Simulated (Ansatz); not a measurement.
The system is ZnS (Wurtzite-4H).

```xyz
8
Lattice="3.8227 0.0000 0.0000 -1.9114 3.3106 0.0000 0.0000 0.0000 12.5200" Properties=species:S:1:pos:R:3 pbc="T T T"
Zn    1.9114    1.1035    9.3900
Zn    0.0000    2.2070    3.1300
Zn    0.0000    0.0000    6.2600
Zn    0.0000    0.0000    0.0000
S     1.9114    1.1035   11.7375
S     0.0000    2.2070    5.4775
S     0.0000    0.0000    8.6075
S     0.0000    0.0000    2.3475
```

Base run:

- Program: Ansatz 0.2.0
- Functional: PBE
- Potentials or basis: Ansatz PAW
- Cutoff: 420 eV (not typed: the program's choice for these potentials)
- k mesh: 8 × 8 × 3
- Occupations: fermi-dirac, width 0.05 eV
- Spin: no spin polarisation

Its results: band gap on the k mesh 2.13 eV, direct; pressure 1.3 GPa; largest force 0.043 eV/Å.

Q: After a change of settings the same cell gave: band gap on the k mesh 1.87 eV, direct; pressure -4.8 GPa; largest force 0.039 eV/Å. Which change was it?
A. occupations from fermi-dirac, width 0.05 eV to gaussian, width 0.011 eV
B. functional from PBE to PBEsol
C. functional from PBE to LDA

A: C.

LDA binds more tightly than PBE, so the same cell stands under less pressure.

Caveats: the PAW data sets come from PBE, with cores solved anew for the run's functional, which leaves a small shift of forces and pressure (some runs).
